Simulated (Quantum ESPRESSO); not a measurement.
SnSe2: zone-centre phonons under several settings

```
Sn Se
1.0
     3.81100    0.00000    0.00000
    -1.90550    3.30042    0.00000
     0.00000    0.00000    6.13600
Sn Se
1 2
Direct
  0.00000 0.00000 0.00000
  0.66667 0.33333 0.75100
  0.33333 0.66667 0.24900
```

All runs used Quantum ESPRESSO 7.5; potentials PseudoDojo 0.4.1 SR LDA standard; k mesh 4 × 4 × 2, shifted; no spin polarisation; cutoff 1170 eV; occupations smeared at first, fixed for the response.

| level | geometry | volume (Å³/atom) | pressure (GPa) | lowest optical mode without the field (cm⁻¹) | highest optical mode without the field (cm⁻¹) |
| --- | --- | --- | --- | --- | --- |
| LDA | relaxed cell | ? | 0.0 | ? | ? |
| LDA | given cell, atoms relaxed | 25.73 | -0.3 | 112 | 244 |

What stands in the row left open?

Volume 24.76 Å³/atom; lowest optical mode without the field 121 cm⁻¹; highest optical mode without the field 238 cm⁻¹.

Caveats: all runs use coarse meshes; the layers were relaxed without a dispersion term, so their spacing and the soft interlayer modes are unreliable (some runs).

For the row left open. Caveat: the k mesh is coarse (spacing up to 0.51 Å⁻¹), so the values aren't converged; the layers were relaxed without a dispersion term, so their spacing and the soft interlayer modes are unreliable.
